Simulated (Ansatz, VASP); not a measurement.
**Cu: VASP beside Ansatz**

```
Cu
1.0
     0.00000    3.42361    3.42361
     3.42361    0.00000    3.42361
     3.42361    3.42361    0.00000
Cu
4
Direct
  0.12500 0.12500 0.12500
  0.62500 0.12500 0.12500
  0.12500 0.62500 0.12500
  0.12500 0.12500 0.62500
```

Alike in both runs: functional PBE; k mesh 6 × 6 × 6; occupations gaussian, width 0.1 eV; no spin polarisation.

Ansatz relaxed the structure, and its values are those at the end. VASP's run is a single point on that final structure, the one shown.

```csv
,VASP,Ansatz
version,VASP 6.6.1,Ansatz 0.2.0
potentials or method,"VASP PAW PBE potentials, release 64 (Cu)","scalar-relativistic, plane waves, PAW"
plane-wave cutoff (eV),520,420
valence electrons in the cell,44,76
```

```csv
,VASP,Ansatz,Ansatz less VASP
gap on the k mesh at the Fermi level (eV),none,none,-
pressure (GPa),0.2,0.0,-0.20
```

A gap of «none» marks a metal or a gap that the smearing closes. The two sets of potentials don't hold the same shells in valence.
